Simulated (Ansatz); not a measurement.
WS2 (Tungstenite):

```
W S
1.0
     3.18000    0.00000    0.00000
    -1.59000    2.75396    0.00000
     0.00000    0.00000   12.50000
W S
2 4
Direct
  0.66667 0.33333 0.75000
  0.33333 0.66667 0.25000
  0.66667 0.33333 0.37500
  0.33333 0.66667 0.87500
  0.66667 0.33333 0.12500
  0.33333 0.66667 0.62500
```

| Quantity | Value |
| --- | --- |
| Program | Ansatz 0.2.0 |
| Task | single point |
| Functional | PBE |
| Potentials or basis | Ansatz PAW |
| Cutoff | 420 eV (not typed: the program's choice for these potentials) |
| k mesh | 10 × 10 × 3 |
| Occupations | fermi-dirac, width 0.05 eV |
| Spin | no spin polarisation |

On this cell: pressure 2.3 GPa; largest force 0.129 eV/Å; band gap on the k mesh 1.12 eV, indirect (least direct gap 2.09 eV).

The same run follows on a disturbed copy (atoms moved at random, drawn with an rms of 0.05 Å):

```
CELL_PARAMETERS angstrom
3.18000 0.00000 0.00000
-1.59000 2.75396 0.00000
0.00000 0.00000 12.50000
ATOMIC_POSITIONS crystal
W 0.67041 0.33213 0.74851
W 0.35153 0.67611 0.24816
S 0.65055 0.32885 0.37056
S 0.33238 0.66576 0.86980
S 0.68359 0.34050 0.12215
S 0.35274 0.67578 0.62642
```

Q: What does the disturbed cell give?

A: The energy moves by +20.2 meV/atom; pressure 5.2 GPa; largest force 1.363 eV/Å; band gap on the k mesh 1.11 eV, indirect (least direct gap 1.89 eV).

Forces on the atoms (eV/Å):
```
W    0.190  0.333 -0.157
W   -0.960 -0.465 -0.849
S    0.919  0.381  0.840
S    0.169 -0.013  1.103
S    0.040  0.082  0.022
S   -0.358 -0.318 -0.959
```

Stress tensor (GPa, compression positive):
```
 3.16 -0.68  3.05
-0.68  4.09  1.31
 3.05  1.31  8.48
```

Caveats: odd divisions of the mesh miss points on the zone boundary, where band edges often lie, so the gap on the mesh can be too wide; spin-orbit coupling is left out, which moves the levels of the heavy elements; this functional lacks dispersion, which binds the layers, so the pressure and a relaxed spacing across them are unreliable (some runs).

A k mesh can miss the band edges.
